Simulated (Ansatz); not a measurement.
Space group Im-3m (No. 229). a = 3.301 Å, b = 3.301 Å, c = 3.301 Å, α = 90.00°, β = 90.00°, γ = 90.00°
| atom | site | symmetry | x | y | z |
| --- | --- | --- | --- | --- | --- |
| Au | 2a | m-3m | 0.0000 | 0.0000 | 0.0000 |

Equation of state of this Au structure (not necessarily the ground state), with shape and atoms relaxed at each volume where symmetry leaves them free. It has no gap at any of these volumes. Level of theory: DFT PBE, scalar-relativistic, plane waves, PAW in Ansatz 0.2.0.

Plane waves to 420 eV, a k mesh through Γ of 18×18×18 on the computed 1-atom cell and Gaussian smearing (0.10 eV); no spin polarisation.

```json
{"V (Å³/atom)": "15.831", "E − E(largest V) (meV/atom)": "89.27", "P (GPa)": "26.06"}
{"V (Å³/atom)": "16.371", "E − E(largest V) (meV/atom)": "16.44", "P (GPa)": "17.46"}
{"V (Å³/atom)": "16.910", "E − E(largest V) (meV/atom)": "-30.10", "P (GPa)": "10.42"}
{"V (Å³/atom)": "17.450", "E − E(largest V) (meV/atom)": "-55.13", "P (GPa)": "4.67"}
{"V (Å³/atom)": "17.990", "E − E(largest V) (meV/atom)": "-62.59", "P (GPa)": "0.00"}
{"V (Å³/atom)": "18.530", "E − E(largest V) (meV/atom)": "-55.84", "P (GPa)": "-3.74"}
{"V (Å³/atom)": "19.069", "E − E(largest V) (meV/atom)": "-37.74", "P (GPa)": "-6.73"}
{"V (Å³/atom)": "19.789", "E − E(largest V) (meV/atom)": "0.00", "P (GPa)": "-9.74"}
```

Q: Fit a third-order Birch–Murnaghan equation to E(V).

A: V0 = 17.99 Å³/atom, B0 = 139 GPa, B0' = 6.1.

Spin-orbit coupling is left out, which matters for the bands of heavy elements.

This bcc form isn't the element's structure at ambient conditions.